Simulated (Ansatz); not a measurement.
# AlCu (Pm-3m) in Ansatz: a series of runs

One crystal, AlCu, is run at these levels: HSE06; tasks: single point, equation of state.

All numbers are computed with Ansatz 0.2.0; they aren't measurements. Logs are shortened: lines on timing, memory, paths and dates and some standing lists are left out, and cuts for length are marked.

### 1 The structure

The structure is cubic, space group Pm-3m (No. 221). Conventional cell: a = 2.998 Å, b = 2.998 Å, c = 2.998 Å, α = 90.00°, β = 90.00°, γ = 90.00°. Cu (site symmetry m-3m) has 8 Al at 2.60 Å as nearest neighbours. Al (site symmetry m-3m) is surrounded by 8 Cu at 2.60 Å.

The cell comes from a database or a generator and needn't be the stable form of this composition.

### 2 Single point, HSE06, 12.66 Å³/atom (volume scaled by 0.94)

File input:

```
crystal:
  lattice:
    - [2.9363181771, 0.0, 0.0]
    - [0.0, 2.9363181771, 0.0]
    - [0.0, 0.0, 2.9363181771]
  atoms:
    - { symbol: Cu, position: [0.5, 0.5, 0.5] }
    - { symbol: Al, position: [0.0, 0.0, 0.0] }
hamiltonian:
  xc: hse06
  pseudopotentials: { kind: paw }
kpoints:
  mp_grid: { grid: [6, 6, 6] }
scf:
  occupations: { method: fermi_dirac, width: 0.05 }
output:
  forces: true
  stress: true
  eigenvalues: true
```

Potentials or basis: Ansatz PAW.

Output:

```text
Warning: output.stress: scf.convergence.dr2_threshold = 1e-7 eV (the SCF's general default) is looser than the 2e-10 eV advised for a printed stress (1e-10 eV for each atom of the cell: 2). What an SCF threshold leaves in a stress goes as its square root, and in the free energy as the threshold itself, and one threshold admits the most on a small cell: of the crystals measured, under no hybrid functional and no lock of the moments, on runs that ended without the residual-converged pass, on stresses that held no estimate of that error, the worst erred by over 100 MPa in a component at 1e-7 eV an atom and by under 5 at 1e-10. Set scf.convergence.dr2_threshold to 2e-10 eV or tighter. The threshold is an SCF's pass mark: one that does not reach it within its budget of iterations ends unconverged, or closes short of it on a stop that the run arms, and scf.convergence.dr2_threshold's page says what that costs each kind of run
Warning: output.stress: scf.exx.energy_threshold = 1e-6 eV is looser than the 2e-8 eV advised for a stress under a hybrid functional (1e-8 eV for each atom of the cell: 2). Every SCF of the exchange loop can meet its threshold on dr2 while the loop round them stops early: no threshold on dr2 bounds what that leaves in the stress. Set scf.exx.energy_threshold to 2e-8 eV or tighter. The threshold is the loop's pass mark: a loop that does not reach it within its budget of cycles ends unconverged, and scf.exx.energy_threshold's page has the law
GPUs: using 1 of 1 available (devices: 1).
Engine: ansatz 0.2.0, x86_64-unknown-linux-gnu
Pseudopotentials: kind: paw
Pseudopotential: Cu, paw, valence charge 19, recommended cutoff 420 eV (normal), Cu.paw.azcp
Pseudopotential: Al, paw, valence charge 3, recommended cutoff 420 eV (normal), Al.paw.azcp
Functional definition: HSE06
  parameter a = 0.25
  parameter omega = 0.11/bohr
  exchange = pbe_x - a*pbe_x_sr(omega) + a*exact_x_sr(omega)
  correlation = pbe_c
device memory: the entry about to start is reckoned to put 0.4 GiB on a device that reports 58.5 GiB free (of which the cap on the GPU budget leaves the run 18.0 GiB)
GPU FFT provider: cuFFT
GPU libraries: cuBLAS 13.8.2, cuFFT 12.4.0, cuSOLVER 12.3.4
Crystal: 2 atoms, lattice volume = 25.317 Å³
Basis set: ecut = 420 eV, 485 PW (Γ), exchange–correlation on 40×40×40 points (8 copies of the dense FFT grid, shifted against one another)
Bands: 15, of which v1, the nominal top of the filled ones, is band 11 counted from 1 (10 counted from 0)
Symmetry: 48 space group operations
Space group: Pm-3m (ITA 221), of the structure as read, at distance tolerance 2.9e-5 Å
k-points: 20 of 216
Non-local potential: Cu, projectors of the file, l = 0: 3, l = 1: 2, l = 2: 3, l = 3: 1
Non-local potential: Al, projectors of the file, l = 0: 2, l = 1: 2, l = 2: 1
PAW form: soft (Blöchl's): semilocal exchange-correlation on the pseudo side does not see the compensation charge
PAW frozen core: Cu, regenerated for the run's functional, and the local potential with it (the file was generated under x = pbe(κ = 0.804, μ = 0.2195149727645171), c = pbe(β = 0.06672455060314922))
PAW frozen core: Al, regenerated for the run's functional, and the local potential with it (the file was generated under x = pbe(κ = 0.804, μ = 0.2195149727645171), c = pbe(β = 0.06672455060314922))
PAW one-centre angular grid: Cu, 590 points (default); XC on 64 Gauss nodes
PAW one-centre angular grid: Al, 110 points (default); XC on 64 Gauss nodes
Initial density: superposition of atomic densities (neutral atoms: chi_scale 0, normalization atom), corrected by the library's trained network
Initial wavefunctions: pseudopotential atomic-orbital guess
GPU buffer pool allocated for 8000 grid points (all kernels)
GPU transforms: local potential and band sums: pruned to the plane-wave sphere, on 20×20×20
Functional: x = pbe(κ = 0.804, μ = 0.2195149727645171), c = pbe(β = 0.06672455060314922), warm-up for x = pbe(κ = 0.804, μ = 0.2195149727645171) + 0.25 (exact − pbe) at short range (hse, ω = 0.20786987370883472 Å⁻¹), c = pbe(β = 0.06672455060314922); HSE06 as pw.x's `hse` composes it (authors' and Libxc's form: `xc: wpbeh`)
[... 40 lines left out ...]
Frozen-core exchange: fock
SCF iter   1: F=—  HF=-7162.288692 eV  |F-HF|=—  |Δ(HF+E_count)|=         —  Δρ=7.43e-5  dr2=6.40e-7  ethr=1.11e-6  ⟨swp⟩=2.8  Hψ=626  notcnv=0
preconditioner: auto → none  [insulator: Δε(μ)=0.170 eV  Ē_g=12.068 eV  σ=0.050 eV  W_gap=0.52  n_scr=6 (ndim 8)  ℏωp=27.6 eV  f_vac=0.000  D(μ)=1.24/eV (n_scr^D=6)]
SCF iter   2: F=—  HF=-7162.288693 eV  |F-HF|=—  |Δ(HF+E_count)|=   3.66e-7  Δρ=1.83e-5  dr2=7.80e-8  ethr=1.37e-9  ⟨swp⟩=4.1  Hψ=928  notcnv=0
SCF iter   3: F=-7162.288693 eV  HF=-7162.288693 eV  |F-HF|=2.21e-9  |Δ(HF+E_count)|=   2.50e-7  Δρ=3.80e-6  dr2=3.45e-9  ethr=4.45e-11  ⟨swp⟩=3.9  Hψ=865  notcnv=0
SCF 3 converged in 3 iterations: F = -7162.288693 eV  dr2 = 3.45e-9
  Residual-converged pass: ⟨swp⟩=3.0  Hψ=560  notcnv=0  max |occ|·‖R‖ = 2.4e-6 eV (tolerance 2.4e-6 eV)  dr2=3.45e-9  dr2_onsite=6.12e-10  max |Δocc| = 2.7e-11
hybrid outer 2: dexx = +4.367e-7 eV, tail = 4.51e-8 eV, Δε = 4.44e-3 eV (about 1.99e-4 eV left of the loop's levels)
hybrid SCF converged: 2 outer / 12 inner (+7 warm-up), last move |dexx| = 4.37e-7 eV, tail = 4.51e-8 eV
Stability not checked: this state was not tested for a lower state beside it, because the functional holds exact exchange (a hybrid, or Hartree-Fock), whose exchange loop this test does not read (fock_operator; see scf.lower_state_search)
Free energy (F): -7162.288693 eV
Frozen-core exchange: fock
Harris-Foulkes:  -7162.288693 eV  (|F-HF|=2.21e-9)
Internal energy: -7162.278891 eV  (E = F + TS)
E sigma→0 (E₀):  -7162.283792 eV
Entropy (-TS):   -0.009802 eV (-4.901 meV/atom)
Fermi energy:    14.127895 eV
--- Per-component energies (eV) ---
  E_band       = -472.275560
  E_kinetic    = 326.338286
  E_local      = -5142.169442  (includes V_loc(G=0)·N_el)
  E_nonlocal   = 405.771641
  E_hartree    = 2311.823449
  E_xc         = -105.671721
  E_vxc        = -117.361862  (∫ρ·V_xc dr)
  E_exx        = -112.439347  (= α·E_x^exact, valence–valence)
  E_paw        = -2047.400056  (= ΣΔE_a)
  E_vpaw       = -343.627393  (= ΣTr[D̂ρ^β])
  E_aug_tail   = 0.000296  (compensation charges beyond the density's cutoff)
  E_ewald      = -2798.261885
  E_core_change = -0.270114  (= ΣΔE_core)
  E_smearing   = -0.009802  (= −TS)
  E_closure    = 0.000001  (closes the sum)
  Σ components = -7162.288693   (vs F -7162.288693, Δ=0.00e0)
--- Forces (eV/Å), atoms counted from 1 ---
  atom   1  Cu     0.00000000     0.00000000     0.00000000
  atom   2  Al    -0.00000000     0.00000000     0.00000000
  max |Σ_I F_I| component: 4.81e-29 eV/Å
--- Stress (GPa, compression-positive) ---
        5.825092       0.000000       0.000000
       -0.000000       5.825092       0.000000
        0.000000       0.000000       5.825092
  P = ⅓ Tr σ = 5.8251 GPa (58.251 kbar)
--- Band table (eV; the first three rows and the last of 20) ---
  k-point 0: bands = ["-106.1971", "-61.9719", "-61.9719", "-61.9719", "0.5629", "7.2291", "7.2291", "8.5853", "8.5853", "8.5853", "18.6376", "18.6376", "18.6376", "20.9861", "20.9861"]
  k-point 1: bands = ["-106.1969", "-61.9746", "-61.9716", "-61.9716", "1.1066", "7.2722", "7.3009", "8.4469", "8.4469", "8.5993", "14.8413", "19.2611", "19.2611", "21.1507", "23.6586"]
  k-point 2: bands = ["-106.1966", "-61.9798", "-61.9711", "-61.9711", "2.6962", "7.0097", "7.4477", "8.1900", "8.1900", "8.6275", "10.8806", "20.9729", "20.9729", "21.5741", "25.5223"]
  k-point 19: bands = ["-106.1950", "-61.9825", "-61.9825", "-61.9825", "6.8293", "6.8293", "6.8293", "8.8774", "8.8774", "14.7648", "14.7648", "14.7648", "16.5776", "16.5776", "16.5776"]
```

Run time: 15 s. Hardware: 1 × NVIDIA H100 80GB HBM3 with 2 threads of AMD EPYC 7R13 (Zen 3), shared host; peak memory 1.9 GiB.

What came out:

| Item | Value |
| --- | --- |
| Free energy | -7162.2887 eV |
| Pressure | 5.8 GPa |
| Band gap on the k mesh | none (metal or under the smearing width) |

Caveat: the PAW data sets come from PBE, with cores solved anew for the run's functional, which leaves a small shift of forces and pressure; the thresholds are loose for stress.

### 3 Single point, HSE06, 12.93 Å³/atom (volume scaled by 0.96)

input, as its differences from that of step 2:

```diff
@@ -2,5 +2,5 @@
   lattice:
-    - [2.9363181771, 0.0, 0.0]
-    - [0.0, 2.9363181771, 0.0]
-    - [0.0, 0.0, 2.9363181771]
+    - [2.9569971555, 0.0, 0.0]
+    - [0.0, 2.9569971555, 0.0]
+    - [0.0, 0.0, 2.9569971555]
   atoms:
@@ -19 +19,5 @@
   eigenvalues: true
+  write_density: true
+  write_potential: true
+  elf: true
+  volumetric_format: npy
```

Potentials or basis: Ansatz PAW.

Run time: 20 s. Hardware: 1 × NVIDIA H100 80GB HBM3 with 2 threads of AMD EPYC 7R13 (Zen 3), shared host; peak memory 1.9 GiB.

The run converged. Its results:

```yaml
Free_energy: -7162.3042 eV
Pressure: 3.5 GPa
Band_gap_on_the_k_mesh: none (metal or under the smearing width)
```

Caveat: the PAW data sets come from PBE, with cores solved anew for the run's functional, which leaves a small shift of forces and pressure; the thresholds are loose for stress.

### 4 Single point, HSE06, 13.20 Å³/atom (volume scaled by 0.98)

input, as its differences from that of step 3:

```diff
@@ -2,5 +2,5 @@
   lattice:
-    - [2.9569971555, 0.0, 0.0]
-    - [0.0, 2.9569971555, 0.0]
-    - [0.0, 0.0, 2.9569971555]
+    - [2.9773908838, 0.0, 0.0]
+    - [0.0, 2.9773908838, 0.0]
+    - [0.0, 0.0, 2.9773908838]
   atoms:
```

Wall time 20 s (1 × NVIDIA H100 80GB HBM3 with 2 threads of AMD EPYC 7R13 (Zen 3), shared host); peak memory 1.9 GiB.

The run converged. Its results:

```
Free energy            : -7162.3126 eV
Pressure               : 1.6 GPa
Band gap on the k mesh : none (metal or under the smearing width)
```

Caveat: the PAW data sets come from PBE, with cores solved anew for the run's functional, which leaves a small shift of forces and pressure; the thresholds are loose for stress.

### 5 Single point, HSE06, 13.47 Å³/atom

input, as its differences from that of step 4:

```diff
@@ -2,5 +2,5 @@
   lattice:
-    - [2.9773908838, 0.0, 0.0]
-    - [0.0, 2.9773908838, 0.0]
-    - [0.0, 0.0, 2.9773908838]
+    - [2.997509, 0.0, 0.0]
+    - [0.0, 2.997509, 0.0]
+    - [0.0, 0.0, 2.997509]
   atoms:
```

It took 18 s on 1 × NVIDIA H100 80GB HBM3 with 2 threads of AMD EPYC 7R13 (Zen 3), shared host; peak memory 1.9 GiB.

Results (log left out):

| Property | Result |
| --- | --- |
| Free energy | -7162.3149 eV |
| Pressure | -0.2 GPa |
| Band gap on the k mesh | none (metal or under the smearing width) |

Caveat: the PAW data sets come from PBE, with cores solved anew for the run's functional, which leaves a small shift of forces and pressure; the thresholds are loose for stress.

### 6 Single point, HSE06, 13.74 Å³/atom (volume scaled by 1.02)

input, as its differences from that of step 5:

```diff
@@ -2,5 +2,5 @@
   lattice:
-    - [2.997509, 0.0, 0.0]
-    - [0.0, 2.997509, 0.0]
-    - [0.0, 0.0, 2.997509]
+    - [3.0173606315, 0.0, 0.0]
+    - [0.0, 3.0173606315, 0.0]
+    - [0.0, 0.0, 3.0173606315]
   atoms:
```

Potentials or basis: Ansatz PAW.

Wall time 26 s (1 × NVIDIA H100 80GB HBM3 with 2 threads of AMD EPYC 7R13 (Zen 3), shared host); peak memory 1.9 GiB.

The run converged. Its results:

```
Free energy            : -7162.3110 eV
Pressure               : -2.1 GPa
Band gap on the k mesh : none (metal or under the smearing width)
```

Caveat: the PAW data sets come from PBE, with cores solved anew for the run's functional, which leaves a small shift of forces and pressure; the thresholds are loose for stress.

### 7 Single point, HSE06, 14.01 Å³/atom (volume scaled by 1.04)

File input:

```
crystal:
  lattice:
    - [3.0369544314, 0.0, 0.0]
    - [0.0, 3.0369544314, 0.0]
    - [0.0, 0.0, 3.0369544314]
  atoms:
    - { symbol: Cu, position: [0.5, 0.5, 0.5] }
    - { symbol: Al, position: [0.0, 0.0, 0.0] }
hamiltonian:
  xc: hse06
  pseudopotentials: { kind: paw }
kpoints:
  mp_grid: { grid: [6, 6, 6] }
scf:
  occupations: { method: fermi_dirac, width: 0.05 }
output:
  forces: true
  stress: true
  eigenvalues: true
```

Wall time 19 s (1 × NVIDIA H100 80GB HBM3 with 2 threads of AMD EPYC 7R13 (Zen 3), shared host); peak memory 1.9 GiB.

It converged, with:

```yaml
Free_energy: -7162.3008 eV
Pressure: -3.9 GPa
Band_gap_on_the_k_mesh: none (metal or under the smearing width)
```

Caveat: the PAW data sets come from PBE, with cores solved anew for the run's functional, which leaves a small shift of forces and pressure; the thresholds are loose for stress.

### 8 Single point, HSE06, 14.27 Å³/atom (volume scaled by 1.06)

input, as its differences from that of step 7:

```diff
@@ -2,5 +2,5 @@
   lattice:
-    - [3.0369544314, 0.0, 0.0]
-    - [0.0, 3.0369544314, 0.0]
-    - [0.0, 0.0, 3.0369544314]
+    - [3.0562986117, 0.0, 0.0]
+    - [0.0, 3.0562986117, 0.0]
+    - [0.0, 0.0, 3.0562986117]
   atoms:
```

It took 26 s on 1 × NVIDIA H100 80GB HBM3 with 2 threads of AMD EPYC 7R13 (Zen 3), shared host; peak memory 1.9 GiB.

The run converged. Its results:

| Quantity | Value |
| --- | --- |
| Free energy | -7162.2850 eV |
| Pressure | -5.5 GPa |
| Band gap on the k mesh | none (metal or under the smearing width) |

Caveat: the PAW data sets come from PBE, with cores solved anew for the run's functional, which leaves a small shift of forces and pressure; the thresholds are loose for stress.

### 9 Equation of state, HSE06

Potentials or basis: Ansatz PAW.

This step only gathers the single runs of the series.

Results:

* Equilibrium volume: 13.43 Å³/atom (rough: see the caveat)
* Bulk modulus: 93 GPa (rough)

Energy against volume, from the lowest point:
```csv
volume (Å³/atom),energy (meV/atom)
12.658,13.10
12.928,5.36
13.197,1.16
13.466,0.00
13.736,1.95
14.005,7.04
14.274,14.96
```

Caveat: the fit is doubtful: noisy points or a state that changes with volume; the PAW data sets were made with another functional, which shifts forces and pressure a little.
